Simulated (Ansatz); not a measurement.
The system is ZrO2.

```xyz
3
Lattice="0.0000 2.5451 2.5451 2.5451 0.0000 2.5451 2.5451 2.5451 0.0000" Properties=species:S:1:pos:R:3 pbc="T T T"
Zr    0.0000    0.0000    0.0000
O     3.8176    3.8176    3.8176
O     1.2725    1.2725    1.2725
```

Measurements of this composition are mostly on another form, of space group No. 14.

Below is the output of Ansatz 0.2.0 for this cell. Logs are shortened: lines on timing, memory, paths and dates and some standing lists are left out, and cuts for length are marked.

```text
Warning: output.stress: scf.convergence.dr2_threshold = 1e-7 eV (the SCF's general default) is looser than the 3e-10 eV advised for a printed stress (1e-10 eV for each atom of the cell: 3). What an SCF threshold leaves in a stress goes as its square root, and in the free energy as the threshold itself, and one threshold admits the most on a small cell: of the crystals measured, under no hybrid functional and no lock of the moments, on runs that ended without the residual-converged pass, on stresses that held no estimate of that error, the worst erred by over 100 MPa in a component at 1e-7 eV an atom and by under 5 at 1e-10. Set scf.convergence.dr2_threshold to 3e-10 eV or tighter. The threshold is an SCF's pass mark: one that does not reach it within its budget of iterations ends unconverged, or closes short of it on a stop that the run arms, and scf.convergence.dr2_threshold's page says what that costs each kind of run
Warning: output.stress: scf.exx.energy_threshold = 1e-6 eV is looser than the 3e-8 eV advised for a stress under a hybrid functional (1e-8 eV for each atom of the cell: 3). Every SCF of the exchange loop can meet its threshold on dr2 while the loop round them stops early: no threshold on dr2 bounds what that leaves in the stress. Set scf.exx.energy_threshold to 3e-8 eV or tighter. The threshold is the loop's pass mark: a loop that does not reach it within its budget of cycles ends unconverged, and scf.exx.energy_threshold's page has the law
scf.n_extra_bands = 7 over 12 filled bands (N_el = 24.0): the run solves 19 bands
GPUs: using 1 of 1 available (devices: 1).
Engine: ansatz 0.2.0, x86_64-unknown-linux-gnu
Pseudopotentials: kind: paw
Pseudopotential: Zr, paw, valence charge 12, recommended cutoff 420 eV (normal), Zr.paw.azcp
Pseudopotential: O, paw, valence charge 6, recommended cutoff 420 eV (normal), O.paw.azcp
Functional definition: PBE0
  parameter a = 0.25
  parameter kappa = 0.804
  parameter beta = 0.06672455060314922
  exchange = (1 - a)*pbe_x(kappa = kappa, mu = beta*pi^2/3) + a*exact_x
  correlation = pbe_c(beta = beta)
device memory: the entry about to start is reckoned to put 0.5 GiB on a device that reports 48.5 GiB free (of which the cap on the GPU budget leaves the run 18.0 GiB)
GPU FFT provider: cuFFT
GPU libraries: cuBLAS 13.8.2, cuFFT 12.4.0, cuSOLVER 12.3.4
Crystal: 3 atoms, lattice volume = 32.971 Å³
Basis set: ecut = 420 eV, 645 PW (Γ), exchange–correlation on 50×50×50 points (8 copies of the dense FFT grid, shifted against one another)
Bands: 19, of which v1, the nominal top of the filled ones, is band 12 counted from 1 (11 counted from 0)
Symmetry: 48 space group operations
Space group: Fm-3m (ITA 225), of the structure as read, at distance tolerance 3.2e-5 Å
k-points: 16 of 216
Non-local potential: Zr, projectors of the file, l = 0: 3, l = 1: 2, l = 2: 2, l = 3: 2
Non-local potential: O, projectors of the file, l = 0: 2, l = 1: 2, l = 2: 1
PAW form: soft (Blöchl's): semilocal exchange-correlation on the pseudo side does not see the compensation charge
[... 52 lines left out ...]
Stability not checked: this state was not tested for a lower state beside it, because the functional holds exact exchange (a hybrid, or Hartree-Fock), whose exchange loop this test does not read (fock_operator; see scf.lower_state_search)
Free energy (F): -5325.917758 eV
Frozen-core exchange: fock
Harris-Foulkes:  -5325.917758 eV  (|F-HF|=1.65e-10)
Internal energy: -5325.917758 eV  (E = F + TS)
E sigma→0 (E₀):  -5325.917758 eV
Fermi energy:    13.653731 eV
--- Per-component energies (eV) ---
  E_band       = -118.194703
  E_kinetic    = 688.952571
  E_local      = -1136.232386  (includes V_loc(G=0)·N_el)
  E_nonlocal   = 167.539466
  E_hartree    = 375.482470
  E_xc         = -241.073401
  E_vxc        = -295.738459  (∫ρ·V_xc dr)
  E_exx        = -80.915331  (= α·E_x^exact, valence–valence)
  E_paw        = -3260.797234  (= ΣΔE_a)
  E_vpaw       = -131.855665  (= ΣTr[D̂ρ^β])
  E_aug_tail   = 0.004993  (compensation charges beyond the density's cutoff)
  E_ewald      = -1838.446312
  E_core_change = -0.432593  (= ΣΔE_core)
  E_smearing   = -0.000000  (= −TS)
  E_closure    = 0.000001  (closes the sum)
  Σ components = -5325.917758   (vs F -5325.917758, Δ=0.00e0)
--- Forces (eV/Å), atoms counted from 1 ---
  atom   1  Zr     0.00000000    -0.00000000    -0.00000000
  atom   2  O     -0.00000000     0.00000000    -0.00000000
  atom   3  O     -0.00000000    -0.00000000    -0.00000000
  max |Σ_I F_I| component: 3.47e-18 eV/Å
--- Stress (GPa, compression-positive) ---
       -2.962060       0.000000      -0.000000
        0.000000      -2.962060       0.000000
        0.000000       0.000000      -2.962060
  P = ⅓ Tr σ = -2.9621 GPa (-29.621 kbar)
--- Band table (eV; the first three rows and the last of 16) ---
  k-point 0: bands = ["-40.2160", "-16.6015", "-16.6015", "-16.6015", "-9.1631", "-6.4435", "5.0867", "5.0867", "5.0867", "10.1831", "10.1831", "10.1831", "16.5033", "16.5033", "19.6030", "22.8785", "22.8785", "22.8785", "27.6006"]
  k-point 1: bands = ["-40.2030", "-16.8298", "-16.6229", "-16.6229", "-8.7527", "-6.7098", "5.3689", "5.3689", "5.8592", "9.5339", "9.7378", "9.7378", "16.9558", "16.9558", "20.2517", "22.0842", "22.4527", "22.4527", "27.1283"]
  k-point 2: bands = ["-40.1768", "-17.2355", "-16.6654", "-16.6654", "-8.1779", "-6.9211", "5.9451", "5.9451", "7.3355", "8.4852", "9.1257", "9.1257", "17.3097", "17.3097", "19.4498", "21.9542", "21.9542", "22.7240", "26.6438"]
  k-point 15: bands = ["-40.1462", "-17.3290", "-16.9928", "-16.8136", "-7.4836", "-7.0206", "4.9828", "6.4321", "7.7210", "8.6397", "9.2566", "10.6151", "17.3723", "17.9849", "19.2283", "19.9137", "20.6819", "25.8400", "28.2638"]
```

Problem. What input gives this log?

Solution. Band structure with PBE0, no spin polarisation. The files as run (others can give the same):

input
```
crystal:
  lattice:
    - [0.0, 2.5450727058, 2.5450727058]
    - [2.5450727058, 0.0, 2.5450727058]
    - [2.5450727058, 2.5450727058, 0.0]
  atoms:
    - { symbol: Zr, position: [0.0, 0.0, 0.0] }
    - { symbol: O, position: [0.75, 0.75, 0.75] }
    - { symbol: O, position: [0.25, 0.25, 0.25] }
hamiltonian:
  xc: pbe0
  pseudopotentials: { kind: paw }
kpoints:
  mp_grid: { grid: [6, 6, 6] }
  band_path:
    path:
      - [[0.0, 0.0, 0.0], [0.5, 0.0, 0.5], [0.5, 0.25, 0.75], [0.375, 0.375, 0.75], [0.0, 0.0, 0.0], [0.5, 0.5, 0.5], [0.625, 0.25, 0.625], [0.5, 0.25, 0.75], [0.5, 0.5, 0.5], [0.375, 0.375, 0.75]]
      - [[0.625, 0.25, 0.625], [0.5, 0.0, 0.5]]
    npoints: 4
scf:
  occupations: { method: fermi_dirac, width: 0.05 }
  n_extra_bands: 7
output:
  forces: true
  stress: true
  eigenvalues: true
  fatbands: false
```

Caveat: the pressure holds a Pulay correction of +0.5 GPa for the finite cutoff; the PAW data sets come from PBE, with cores solved anew for the run's functional, which leaves a small shift of forces and pressure; the thresholds are loose for stress.
